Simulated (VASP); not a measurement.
Input of a VASP 6.6.1 run:

Contents of POSCAR:

```
Pt
1.0
    0.0000000000      1.9609000000      1.9609000000
    1.9609000000      0.0000000000      1.9609000000
    1.9609000000      1.9609000000      0.0000000000
Pt
1
Direct
    0.0000000000      0.0000000000      0.0000000000
```

File INCAR.step1:

```
SYSTEM = Pt
ALGO = Normal ; EDIFF = 1E-5
ENCUT = 600 ; GGA = PE
ISMEAR = -1 ; LASPH = .True.
LCHARG = .False. ; LREAL = .False.
LWAVE = .True. ; NELM = 100
PREC = Accurate ; SIGMA = 0.05
```

Contents of INCAR.step2:

```
SYSTEM = Pt
AEXX = 0.2 ; AGGAC = 0.81
AGGAX = 0.72 ; ALDAC = 0.19
ALGO = Normal ; EDIFF = 1E-6
EDIFFG = -0.01 ; ENCUT = 600
GGA = B3 ; IBRION = 2
ISIF = 3 ; ISMEAR = -1
ISTART = 1 ; LASPH = .True.
LCHARG = .False. ; LHFCALC = .True.
LREAL = .False. ; LWAVE = .False.
NELM = 100 ; NSW = 40
PREC = Accurate ; PRECFOCK = Normal
SIGMA = 0.05
```

File KPOINTS:

```
k-points
0
Gamma
  6 6 6
  0 0 0
```

Potentials or basis: VASP PAW PBE potentials, release 64 (Pt).

Command:

```sh
$ cat potpaw_PBE.64/Pt/POTCAR > POTCAR
$ cp INCAR.step1 INCAR
$ mpirun -np 1 vasp_std > vasp.out
$ cp INCAR.step2 INCAR
$ mpirun -np 1 vasp_std > vasp.out
```

(1) Estimate the relaxed volume.

(2) Predict the space group after relaxing (to 0.05 Å).

(3) Estimate the band gap on the k mesh.

Answers

(1) 15.99 Å³/atom.

(2) Fm-3m (No. 225).

(3) none (metal or under the smearing width).

Caveat: the k mesh is coarse (spacing up to 0.46 Å⁻¹), so the values aren't converged, least of all with exact exchange; the PAW data sets were made with another functional, which shifts forces and pressure a little.
